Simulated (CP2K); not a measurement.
The system is AlAu2.

```
Au Al
1.0
     4.99397    0.00000    0.00000
     2.75611    4.16457    0.00000
    -3.87504   -2.08229    2.36388
Au Al
2 1
Direct
  0.34373 0.34373 0.00000
  0.65627 0.65627 0.00000
  0.00000 0.00000 0.00000
```

The cell comes from a database or a generator and needn't be the stable form of this composition.

```yaml
Program: CP2K 2026.2
Task: single point
Functional: PBEsol
Potentials_or_basis: POTENTIAL_UZH Au GTH-PBE-q11, Al GTH-PBE-q3; TZVP-MOLOPT-PBE-GTH basis
Density_cutoff: 6803 eV
k_mesh: 11 × 11 × 11
Occupations: fermi-dirac, width 0.05 eV
Spin: no spin polarisation
```

On this cell: pressure 2.6 GPa; largest force 0.125 eV/Å; band gap on the k mesh none (metal or under the smearing width).

The same run follows on a disturbed copy (atoms moved at random, drawn with an rms of 0.05 Å):

```
CELL_PARAMETERS angstrom
4.99397 0.00000 0.00000
2.75611 4.16457 0.00000
-3.87504 -2.08229 2.36388
ATOMIC_POSITIONS crystal
Au 0.33936 0.33511 0.99884
Au 0.66462 0.64628 0.99564
Al 0.99264 0.99076 0.98929
```

What does the disturbed cell give?

The energy (extrapolated to zero smearing) moves by +5.1 meV/atom; pressure 2.6 GPa; largest force 0.504 eV/Å; band gap on the k mesh none (metal or under the smearing width).

Forces in eV/Å, atoms in the order of the input:
```
Au   0.445  0.129 -0.066
Au  -0.500 -0.068 -0.002
Al   0.055 -0.061  0.069
```

Stress tensor (GPa, compression positive):
```
 2.49 -0.83 -0.10
-0.83  2.36 -0.05
-0.10 -0.05  2.99
```

Caveats: the potentials were made for another functional, which shifts forces and pressure; the basis of atomic orbitals isn't converged, which shifts pressures, moduli and gaps.
